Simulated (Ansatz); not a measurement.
**A vibration from a frozen displacement in AlGa$_{3}$N$_{4}$**

All numbers below come from Ansatz 0.2.0, DFT PBEsol, scalar-relativistic, plane waves, PAW. Settings: plane waves to 420 eV, k-mesh 6×6×6 (Γ-centred), Gaussian smearing 0.05 eV. No spin polarisation. Energies are free energies at this smearing, counted from the undisturbed cell; pressure is positive in compression.

The undisturbed cell (relaxed at this level; it needn't be the usual structure):

```yaml
crystal:
  lattice:
    - [4.46763, 0.00000, 0.00000]
    - [0.00000, 4.46763, 0.00000]
    - [0.00000, 0.00000, 4.46763]
  atoms:
    - { symbol: Al, position: [0.00000, 0.00000, 0.00000] }
    - { symbol: Ga, position: [0.50000, 0.50000, 0.00000] }
    - { symbol: Ga, position: [0.50000, 0.00000, 0.50000] }
    - { symbol: Ga, position: [0.00000, 0.50000, 0.50000] }
    - { symbol: N, position: [0.75503, 0.75503, 0.24497] }
    - { symbol: N, position: [0.75503, 0.24497, 0.75503] }
    - { symbol: N, position: [0.24497, 0.75503, 0.75503] }
    - { symbol: N, position: [0.24497, 0.24497, 0.24497] }
```

Atom 5 (N) is moved by x along the Cartesian unit vector (0.000, 0.707, -0.707); the cell and all other atoms stay fixed. The cell's volume is 89.17 Å³; the moved atoms weigh 14.007 u together and the others 278.172 u.

| x (Å) | ΔE (meV/cell) | total force on the moved atoms along the move (eV/Å) | pressure (GPa) |
| --- | --- | --- | --- |
| -0.3000 | 883.25 | 6.2423 | 3.1756 |
| -0.2250 | 483.68 | 4.4504 | 1.7545 |
| -0.1500 | 210.76 | 2.8552 | 0.7712 |
| -0.0750 | 52.06 | 1.3938 | 0.1903 |
| 0.0000 | 0.00 | 0.0000 | -0.0121 |
| 0.0750 | 52.08 | -1.3947 | 0.1514 |
| 0.1500 | 210.91 | -2.8580 | 0.6842 |
| 0.2250 | 484.10 | -4.4546 | 1.6017 |
| 0.2625 | 667.24 | -5.3218 | 2.2131 |
| 0.3000 | 883.91 | -6.2439 | 2.9322 |

Question: What frequency belongs to this motion?

Answer: The force constant is k = −dF/dx = 18.590 eV/Å², from the parabola through x = -0.0750, 0 and 0.0750. In every cell the moved atoms swing against the rest, so the mass is μ = m₁m₂/(m₁ + m₂) = 13.336 u, and ν̃ = 521.5 cm⁻¹ × √(|k|/μ) = 616 cm⁻¹. The pattern needn't be a normal mode: ν̃² is then a weighted mean of the squared nonzero frequencies at the zone centre of this cell, taken without macroscopic field, so it lies between the lowest and the highest of them.

Question: How far does the harmonic law reach?

Answer: At x = -0.300 Å, kx²/2 = 836.56 meV against the computed 883.25 meV (+5.6 %): the well is still close to harmonic there.

The well is almost even in x, with 883.25 meV at -0.3000 Å against 883.91 meV at 0.3000 Å, although the two directions are chemically different: positive x pushes N towards Al and away from one Ga, negative x does the reverse. At an ideal tetrahedral site with four like neighbours, symmetry would make the two directions equivalent, so the small remainder reflects the difference between Al and Ga. The near-evenness doesn't show that their bonds to N are equally stiff, since the harmonic term is even in x whatever the stiffness of each bond. The stiffening on both sides probably arises because short-range repulsion in the compressed bond grows faster than the stretched bond weakens.

Pressure shows the inequivalence more clearly, being higher on the Ga side at every matched pair of displacements. Its rise in both directions means that expansion would lower the energy cost of the displacement, as expected for bond-stretching motion with a positive Grüneisen parameter. The sign of the crystal's thermal expansion doesn't follow, since transverse acoustic modes in tetrahedral networks can contribute oppositely.
